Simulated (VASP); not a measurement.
# TiPt3 (Pm-3m) in VASP: notebook

One crystal, TiPt3, is run at these levels: PBE+D3(BJ), r2SCAN; tasks: relaxation of cell and atoms.

Program: VASP 6.6.1. These are calculated values, not measurements. Logs are shortened: lines on timing, memory, paths and dates and some standing lists are left out, and cuts for length are marked.

### 1 Starting point

Symmetry: Pm-3m, No. 221, cubic system. The conventional cell has a = 3.903 Å, b = 3.903 Å, c = 3.903 Å, α = 90.00°, β = 90.00°, γ = 90.00°. Around Ti (site symmetry m-3m) lie 12 Pt at 2.76 Å. Around Pt (site symmetry 4/mmm) lie 4 Ti at 2.76 Å and 8 Pt at 2.76 Å.

### 2 Relaxation of cell and atoms, PBE+D3(BJ)

INCAR reads:

```
  PREC = Accurate
  ENCUT = 600
  EDIFF = 1E-7
  ISMEAR = 1
  SIGMA = 0.1
  LREAL = F
  LASPH = T
  NELM = 80
  ALGO = Normal
  ISIF = 3
  LWAVE = F
  LCHARG = F
  GGA = PE
  IVDW = 12
  IBRION = 2
  NSW = 90
  EDIFFG = -0.005
```

KPOINTS reads:

```
regular mesh
0
Gamma
  10 10 10
```

POSCAR reads:

```
TiPt3                                   
1.0
    3.9025036441      0.0000000000      0.0000000000
    0.0000000000      3.9025036441      0.0000000000
    0.0000000000      0.0000000000      3.9025036441
  Ti              Pt            
     1     3
Direct
     0.0000000000000000    0.0000000000000000    0.0000000000000000
     0.0000000000000000    0.5000000000000000    0.5000000000000000
     0.5000000000000000    0.0000000000000000    0.5000000000000000
     0.5000000000000000    0.5000000000000000    0.0000000000000000
```

Potentials or basis: VASP PAW PBE potentials, release 64 (Ti_sv, Pt).

The run is started by

```sh
> cat potpaw_PBE.64/Ti_sv/POTCAR potpaw_PBE.64/Pt/POTCAR > POTCAR
> mpirun -np 1 vasp_std > vasp.out
```

OUTCAR:

```text
PREC = Accurate
   ENCUT = 600
   EDIFF = 1E-7
   ISMEAR = 1
   LREAL = F
   LASPH = T
   NELM = 80
   ISIF = 3
   GGA = PE
   IVDW = 12
   IBRION = 2
   NSW = 90
   EDIFFG = -0.005
 IVDW          = 12

 ion  position               nearest neighbor table
   1  0.000  0.000  0.000-   2 2.76   3 2.76   4 2.76   2 2.76   3 2.76   2 2.76   4 2.76   2 2.76
                             3 2.76   4 2.76   3 2.76   4 2.76
   2  0.000  0.500  0.500-   1 2.76   3 2.76   4 2.76   1 2.76   4 2.76   1 2.76   3 2.76   1 2.76
                             3 2.76   4 2.76   4 2.76   3 2.76
   3  0.500  0.000  0.500-   1 2.76   2 2.76   4 2.76   1 2.76   4 2.76   2 2.76   4 2.76   4 2.76
                             1 2.76   2 2.76   1 2.76   2 2.76
   4  0.500  0.500  0.000-   1 2.76   2 2.76   3 2.76   2 2.76   3 2.76   1 2.76   3 2.76   3 2.76
                             1 2.76   2 2.76   2 2.76   1 2.76

  LATTYP: Found a simple cubic cell.
 ALAT       =     3.9025036441

  Lattice vectors:

 A1 = (   3.9025036441,   0.0000000000,   0.0000000000)
 A2 = (   0.0000000000,   3.9025036441,   0.0000000000)
 A3 = (   0.0000000000,   0.0000000000,   3.9025036441)

Analysis of symmetry for initial positions (statically):
=====================================================================
 Subroutine PRICEL returns:
 Original cell was already a primitive cell.

 Routine SETGRP: Setting up the symmetry group for a
 simple cubic supercell.

 Subroutine GETGRP returns: Found 48 space group operations
 (whereof 48 operations were pure point group operations)
 out of a pool of 48 trial point group operations.

The static configuration has the point symmetry O_h .

Analysis of symmetry for dynamics (positions and initial velocities):
=====================================================================
 Subroutine PRICEL returns:
 Original cell was already a primitive cell.

 Routine SETGRP: Setting up the symmetry group for a
 simple cubic supercell.

 Subroutine GETGRP returns: Found 48 space group operations
 (whereof 48 operations were pure point group operations)
 out of a pool of 48 trial point group operations.

The dynamic configuration has the point symmetry O_h .

 Subroutine INISYM returns: Found 48 space group operations
 (whereof 48 operations are pure point group operations),
 and found     1 'primitive' translations

----------------------------------------------------------------------------------------

                                     Primitive cell

  volume of cell :      59.4333

  direct lattice vectors                    reciprocal lattice vectors
     3.902503644  0.000000000  0.000000000     0.256245757  0.000000000  0.000000000
     0.000000000  3.902503644  0.000000000     0.000000000  0.256245757  0.000000000
     0.000000000  0.000000000  3.902503644     0.000000000  0.000000000  0.256245757

  length of vectors
     3.902503644  3.902503644  3.902503644     0.256245757  0.256245757  0.256245757

  position of ions in fractional coordinates (direct lattice)
     0.000000000  0.000000000  0.000000000
     0.000000000  0.500000000  0.500000000
     0.500000000  0.000000000  0.500000000
     0.500000000  0.500000000  0.000000000

  ion indices of the primitive-cell ions
   primitive index   ion index
                 1           1
                 2           2
                 3           3
                 4           4

----------------------------------------------------------------------------------------

 KPOINTS: regular mesh

Automatic generation of k-mesh.
 Grid dimensions read from file:
 generate k-points for:   10   10   10

 Generating k-lattice:

  Cartesian coordinates                     Fractional coordinates (reciprocal lattice)
     0.025624576  0.000000000  0.000000000     0.100000000  0.000000000  0.000000000
     0.000000000  0.025624576  0.000000000     0.000000000  0.100000000  0.000000000
     0.000000000  0.000000000  0.025624576     0.000000000  0.000000000  0.100000000

  Length of vectors
     0.025624576  0.025624576  0.025624576

  Shift w.r.t. Gamma in fractional coordinates (k-lattice)
     0.000000000  0.000000000  0.000000000

 Subroutine IBZKPT returns following result:
 ===========================================

 Found     56 irreducible k-points:

 Following reciprocal coordinates:
            Coordinates               Weight
  0.000000  0.000000  0.000000      1.000000
  0.100000  0.000000  0.000000      6.000000
  0.200000  0.000000  0.000000      6.000000
  0.300000  0.000000  0.000000      6.000000
  0.400000  0.000000  0.000000      6.000000
  0.500000  0.000000  0.000000      3.000000
[... 16 lines left out ...]
  0.200000  0.100000  0.100000     24.000000
  0.300000  0.100000  0.100000     24.000000
 [... further k-points ...]
   k-points           NKPTS =     56   k-points in BZ     NKDIM =     56   number of bands    NBANDS=     25
   number of dos      NEDOS =    301   number of ions     NIONS =      4
   total plane-waves  NPLWV =  32768
   dimension x,y,z NGX =    32 NGY =   32 NGZ =   32
   dimension x,y,z NGXF=    64 NGYF=   64 NGZF=   64
   ions per type =               1   3
   NGX,Y,Z   is equivalent  to a cutoff of  13.63, 13.63, 13.63 a.u.
   NGXF,Y,Z  is equivalent  to a cutoff of  27.26, 27.26, 27.26 a.u.
 SYSTEM =  unknown system
   PREC   = accura    normal or accurate (medium, high low for compatibility)
   ISTART =      0    job   : 0-new  1-cont  2-samecut
   ICHARG =      2    charge: 1-file 2-atom 10-const
   ISPIN  =      1    spin polarized calculation?
   LNONCOLLINEAR =      F non collinear calculations
   LSORBIT =      F    spin-orbit coupling
   LASPH  =      T    aspherical Exc in radial PAW
   ENCUT  =  600.0 eV  44.10 Ry    6.64 a.u.   7.79  7.79  7.79*2*pi/ulx,y,z
   NELM   =     80;   NELMIN=  2; NELMDL= -5     # of ELM steps
   EDIFF  = 0.1E-06   stopping-criterion for ELM
   LREAL  =      F    real-space projection
   EDIFFG = -.5E-02   stopping-criterion for IOM
   NSW    =     90    number of steps for IOM
   IBRION =      2    ionic relax: 0-MD 1-quasi-New 2-CG
   NFREE  =      1    steps in history (QN), initial steepest desc. (CG)
   ISIF   =      3    stress and relaxation
   ISYM   =      2    0-nonsym 1-usesym 2-fastsym
   POTIM  = 0.5000    time-step for ionic-motion
   TEBEG  =    0.0;   TEEND  =   0.0 temperature during run
   PSTRESS=    0.0 pullay stress
   NELECT =      42.0000    total number of electrons
   NUPDOWN=      -1.0000    fix difference up-down
   EMIN   =  10.00;   EMAX   =-10.00  energy-range for DOS
   EFERMI =   0.00;   METHOD = LEGACY
   ISMEAR =     1;   SIGMA  =   0.10  broadening in eV -4-tet -1-fermi 0-gaus
   EFERMI_NEDOS =   21; number of points for ismear=-14 and -15
   IALGO  =     38    algorithm
   IMIX   =      4    mixing-type and parameters
     AMIX     =   0.40;   BMIX     =  1.00
     AMIX_MAG =   1.60;   BMIX_MAG =  1.00
  volume/ion in A,a.u.               =      14.86       100.27
  Fermi-wavevector in a.u.,A,eV,Ry     =   1.458192  2.755583 28.930380  2.126323
  Thomas-Fermi vector in A             =   2.574905
   LORBIT       =      0    0 simple, 1 ext, 2 COOP (PROOUT), +10 PAW based schemes
   GGA     = PE    functional components
   LHFCALC =     F    Hartree Fock is set to
   AEXX    =    0.0000 exact exchange contribution
   IVDW    =    12    specifies the selected vdW correction
   LEPSILON=     F    determine dielectric tensor
   LRPA    =     F    only Hartree local field effects (RPA)
 conjugate gradient relaxation of ions
 non-spin polarized calculation
 Methfessel and Paxton  Order N= 1 SIGMA  =   0.10
  energy-cutoff  :      600.00
  volume of cell :       59.43
 maximum number of plane-waves:      2008
 NGX is ok and might be reduce to    32
   NGX = 15   NGY = 15   NGZ = 15

 number of electron      41.9999997 magnetization

 Free energy of the ion-electron system (eV)
  ---------------------------------------------------
  ext. energy  EPLUGINS =         0.00000000
  ---------------------------------------------------
  free energy    TOTEN  =       -29.50359535 eV

  energy without entropy =      -29.50371108  energy(sigma->0) =      -29.50363393

 E-fermi :  11.8119     XC(G=0): -13.2586

 val. band max:       11.7757842064   @ k =   0.5000   0.1000   0.0000
 cond. band min:      11.8348845477   @ k =   0.0000   0.0000   0.0000
 fundamental gap:      0.0591003413
 Fermi energy:        11.8118609959

 k-point     1 :       0.0000    0.0000    0.0000
  band No.  band energies     occupation
      1     -46.4073      2.00000
      2     -22.6252      2.00000
      3     -22.6252      2.00000
      4     -22.6252      2.00000
      5       1.6092      2.00000
      6       4.4081      2.00000
[... 17 lines left out ...]
     24      13.3845     -0.00000
     25      13.3845     -0.00000

 k-point     2 :       0.1000    0.0000    0.0000
  band No.  band energies     occupation
      1     -46.4072      2.00000
      2     -22.6279      2.00000
      3     -22.6256      2.00000
      4     -22.6256      2.00000
      5       1.7419      2.00000
      6       4.4923      2.00000
[... 17 lines left out ...]
     24      13.1120     -0.00000
     25      13.2685     -0.00000

 k-point     3 :       0.2000    0.0000    0.0000
  band No.  band energies     occupation
      1     -46.4067      2.00000
      2     -22.6349      2.00000
      3     -22.6267      2.00000
      4     -22.6267      2.00000
      5       2.1287      2.00000
      6       4.7257      2.00000
[... 552 lines left out ...]
 k-point    23 :       0.2000    0.1000    0.1000
  band No.  band energies     occupation
      1     -46.4065      2.00000
      2     -22.6359      2.00000
      3     -22.6294      2.00000
      4     -22.6283      2.00000
      5       2.3699      2.00000
      6       4.8831      2.00000
[... 17 lines left out ...]
     24      12.9760     -0.00000
     25      13.2433     -0.00000

 k-point    24 :       0.3000    0.1000    0.1000
  band No.  band energies     occupation
      1     -46.4060      2.00000
      2     -22.6433      2.00000
      3     -22.6308      2.00000
      4     -22.6293      2.00000
      5       2.9452      2.00000
      6       5.1684      2.00000
[... 17 lines left out ...]
     24      12.7993     -0.00000
     25      12.9294     -0.00000

 [... further k-points ...]

------------------------ aborting loop because EDIFF is reached ----------------------------------------

 Edisp (eV)   -3.06468

 E8    (eV) :    -1.4184

  FORCE on cell =-STRESS in cart. coord.  units (eV):
  Direction    XX          YY          ZZ          XY          YZ          ZX
  --------------------------------------------------------------------------------------
  -------------------------------------------------------------------------------------
  Total       0.00773     0.00773     0.00773     0.00000     0.00000    -0.00000
  in kB       0.20826     0.20826     0.20826     0.00000     0.00000    -0.00000
  external pressure =        0.21 kB  Pullay stress =        0.00 kB

 VOLUME and BASIS-vectors are now :
 -----------------------------------------------------------------------------
  energy-cutoff  :      600.00
  volume of cell :       59.43
      direct lattice vectors                 reciprocal lattice vectors
     3.902503644  0.000000000  0.000000000     0.256245757  0.000000000  0.000000000
     0.000000000  3.902503644  0.000000000     0.000000000  0.256245757  0.000000000
     0.000000000  0.000000000  3.902503644     0.000000000  0.000000000  0.256245757

 POSITION                                       TOTAL-FORCE (eV/Angst)
 -----------------------------------------------------------------------------------
      0.00000      0.00000      0.00000         0.000000      0.000000      0.000000
      0.00000      1.95125      1.95125         0.000000      0.000000      0.000000
      1.95125      0.00000      1.95125         0.000000      0.000000      0.000000
      1.95125      1.95125      0.00000         0.000000      0.000000      0.000000
 -----------------------------------------------------------------------------------
    total drift:                                0.000000     -0.000000     -0.000000

  FREE ENERGIE OF THE ION-ELECTRON SYSTEM (eV)
  ---------------------------------------------------
  free  energy   TOTEN  =       -32.5682703970 eV

  energy  without entropy=      -32.5683861268  energy(sigma->0) =      -32.56830897

 reached required accuracy - stopping structural energy minimisation
```

Wall time 47 s (1 thread of Intel Xeon 6975P-C (Granite Rapids), shared host); peak memory 0.24 GiB.

Results:

```yaml
Free_energy: -32.5683 eV
Pressure_after_relaxing: 0.0 GPa
Band_gap_on_the_k_mesh: none (metal or under the smearing width)
Dispersion_energy_per_atom: -0.766 eV
```

Final structure:
```
CELL_PARAMETERS angstrom
3.90250 0.00000 0.00000
0.00000 3.90250 0.00000
0.00000 0.00000 3.90250
ATOMIC_POSITIONS crystal
Ti 0.00000 0.00000 0.00000
Pt 0.00000 0.50000 0.50000
Pt 0.50000 0.00000 0.50000
Pt 0.50000 0.50000 0.00000
```

Levels at points of the mesh, in eV from the Fermi level:
| k point | band 19 | band 20 | band 21 | band 22 | band 23 | band 24 |
| --- | --- | --- | --- | --- | --- | --- |
| (0.00, 0.00, 0.00) | 0.02 | 0.02 | 1.36 | 1.36 | 1.57 | 1.57 |
| (0.50, 0.00, 0.00) | -2.62 | -1.39 | -0.23 | -0.23 | 0.03 | 0.44 |
| (0.50, 0.50, 0.00) | -2.46 | -2.32 | -2.27 | 0.19 | 0.19 | 0.34 |
| (0.50, 0.50, 0.50) | -0.70 | -0.70 | -0.47 | -0.47 | -0.47 | 1.17 |

Caveat: the relaxation stopped at its first step, so nothing moved; pairwise dispersion overbinds metals, which lowers pressure and volume. Spin-orbit coupling is left out, which matters for the levels of Pt.

### 3 Relaxation of cell and atoms, r2SCAN

This run uses another cell than the first one, of 14.80 Å³/atom, 0.996 times its volume.

INCAR reads:

```
PREC     = Accurate       # precision mode
ENCUT    = 600            # plane-wave cutoff, eV
EDIFF    = 1E-6           # SCF threshold, eV
ISMEAR   = 1              # smearing method
SIGMA    = 0.1            # smearing width, eV
LREAL    = F              # projectors in reciprocal space
LASPH    = T              # aspherical terms in the spheres
NELM     = 80             # most SCF steps
ALGO     = Normal         # electronic algorithm
ISIF     = 3              # what is computed and relaxed
LWAVE    = F              # write WAVECAR
LCHARG   = F              # write CHGCAR
METAGGA  = R2SCAN         # meta-GGA
LMIXTAU  = T            
IBRION   = 2              # ionic algorithm
NSW      = 90             # ionic steps
EDIFFG   = -0.01          # ionic threshold
```

KPOINTS is that of step 2.

POSCAR reads:

```
TiPt3
1.0
    3.8970000000      0.0000000000      0.0000000000
    0.0000000000      3.8970000000      0.0000000000
    0.0000000000      0.0000000000      3.8970000000
Ti Pt
1 3
Direct
    0.0000000000      0.0000000000      0.0000000000
    0.0000000000      0.5000000000      0.5000000000
    0.5000000000      0.0000000000      0.5000000000
    0.5000000000      0.5000000000      0.0000000000
```

Potentials or basis: VASP PAW PBE potentials, release 64 (Ti_sv, Pt).

The run is started by

```sh
> cat potpaw_PBE.64/Ti_sv/POTCAR potpaw_PBE.64/Pt/POTCAR > POTCAR
> mpirun -np 1 vasp_std > vasp.out
```

OUTCAR:

```text
PREC = Accurate
   ENCUT = 600
   EDIFF = 1E-6
   ISMEAR = 1
   LREAL = F
   LASPH = T
   NELM = 80
   ISIF = 3
   METAGGA = R2SCAN
   IBRION = 2
   NSW = 90
   EDIFFG = -0.01

 ion  position               nearest neighbor table
   1  0.000  0.000  0.000-   2 2.76   3 2.76   4 2.76   2 2.76   3 2.76   2 2.76   4 2.76   2 2.76
                             3 2.76   4 2.76   3 2.76   4 2.76
   2  0.000  0.500  0.500-   1 2.76   3 2.76   4 2.76   1 2.76   4 2.76   1 2.76   3 2.76   1 2.76
                             3 2.76   4 2.76   4 2.76   3 2.76
   3  0.500  0.000  0.500-   1 2.76   2 2.76   4 2.76   1 2.76   4 2.76   2 2.76   4 2.76   4 2.76
                             1 2.76   2 2.76   1 2.76   2 2.76
   4  0.500  0.500  0.000-   1 2.76   2 2.76   3 2.76   2 2.76   3 2.76   1 2.76   3 2.76   3 2.76
                             1 2.76   2 2.76   2 2.76   1 2.76

  LATTYP: Found a simple cubic cell.
 ALAT       =     3.8970000000

[... 271 lines left out ...]

  energy without entropy =     -171.14382906  energy(sigma->0) =     -171.14403211

 E-fermi :  11.3845     XC(G=0): -14.2923

 val. band max:       11.3530137408   @ k =   0.5000   0.1000   0.0000
 cond. band min:      11.3851151084   @ k =   0.0000   0.0000   0.0000
 fundamental gap:      0.0321013677
 Fermi energy:        11.3845114124

 k-point     1 :       0.0000    0.0000    0.0000
  band No.  band energies     occupation
      1     -49.3493      2.00000
      2     -24.5152      2.00000
      3     -24.5152      2.00000
      4     -24.5152      2.00000
      5       0.9393      2.00000
      6       3.8860      2.00000
[... 661 lines left out ...]
     24      12.4174     -0.00000
     25      12.5588     -0.00000

 [... further k-points ...]

------------------------ aborting loop because EDIFF is reached ----------------------------------------

  FORCE on cell =-STRESS in cart. coord.  units (eV):
  Direction    XX          YY          ZZ          XY          YZ          ZX
  --------------------------------------------------------------------------------------
  -------------------------------------------------------------------------------------
  Total       -0.0380854     -0.0380854     -0.0380854      0.0000000      0.0000000     -0.0000000
  in kB       -1.0088720     -1.0088720     -1.0088720      0.0000000      0.0000000     -0.0000000
  external PRESSURE =      -1.0088720 kB  Pullay stress =       0.0000000 kB
[... 19 lines left out ...]
  FREE ENERGIE OF THE ION-ELECTRON SYSTEM (eV)
  ---------------------------------------------------
  free  energy   TOTEN  =      -171.1441336312 eV

  energy  without entropy=     -171.1438290579  energy(sigma->0) =     -171.14403211

 reached required accuracy - stopping structural energy minimisation
```

OSZICAR:

```text
N       E                     dE             d eps       ncg     rms          rms(c)
DAV:   1     0.281342056685E+03    0.28134E+03   -0.24008E+04  2800   0.208E+03
DAV:   2    -0.147354780597E+03   -0.42870E+03   -0.42059E+03  3005   0.503E+02
DAV:   3    -0.184864090049E+03   -0.37509E+02   -0.36039E+02  4193   0.124E+02
[... 45 lines left out ...]
DAV:   9    -0.171144093867E+03   -0.57512E-03   -0.77064E-04  2848   0.256E-01    0.504E-02
DAV:  10    -0.171144126268E+03   -0.32401E-04   -0.49779E-05  4050   0.565E-02    0.392E-02
DAV:  11    -0.171144122886E+03    0.33826E-05   -0.36710E-05  3787   0.568E-02    0.113E-02
DAV:  12    -0.171144130691E+03   -0.78053E-05   -0.36526E-05  4189   0.475E-02    0.443E-03
DAV:  13    -0.171144133309E+03   -0.26184E-05   -0.46426E-06  2802   0.199E-02    0.230E-03
DAV:  14    -0.171144133631E+03   -0.32190E-06   -0.47455E-07  1449   0.514E-03
   3 F= -.17114413E+03 E0= -.17114403E+03  d E =-.225428E-01
```

It took 5.5 min on 1 thread of Intel Xeon 6975P-C (Granite Rapids), shared host; peak memory 0.26 GiB.

Results:

| Property | Result |
| --- | --- |
| Free energy | -171.1441 eV |
| Relaxed volume | 15.12 Å³/atom |
| Relaxed cell | a = 3.925 Å, b = 3.925 Å, c = 3.925 Å, α = 90.00°, β = 90.00°, γ = 90.00° |
| Space group after relaxing (to 0.05 Å) | Pm-3m (No. 221) |
| Energy gained by relaxing | 5.6 meV/atom |
| Ionic steps | 3 |
| Pressure after relaxing | -0.1 GPa |
| Band gap on the k mesh | none (metal or under the smearing width) |

The path:
```
step  energy change (eV)  largest force (eV/Å)  pressure (GPa)  volume (Å³)
   1              0.0000                0.0000            5.85        59.18
   2              0.1217                0.0000          -12.56        63.93
   3             -0.0225                0.0000           -0.10        60.48
```

Final structure:
```
Ti Pt
1.0
     3.92534    0.00000    0.00000
     0.00000    3.92534    0.00000
     0.00000    0.00000    3.92534
Ti Pt
1 3
Direct
  0.00000 0.00000 0.00000
  0.00000 0.50000 0.50000
  0.50000 0.00000 0.50000
  0.50000 0.50000 0.00000
```

Caveat: the PAW data sets were made with another functional, which shifts forces and pressure a little.
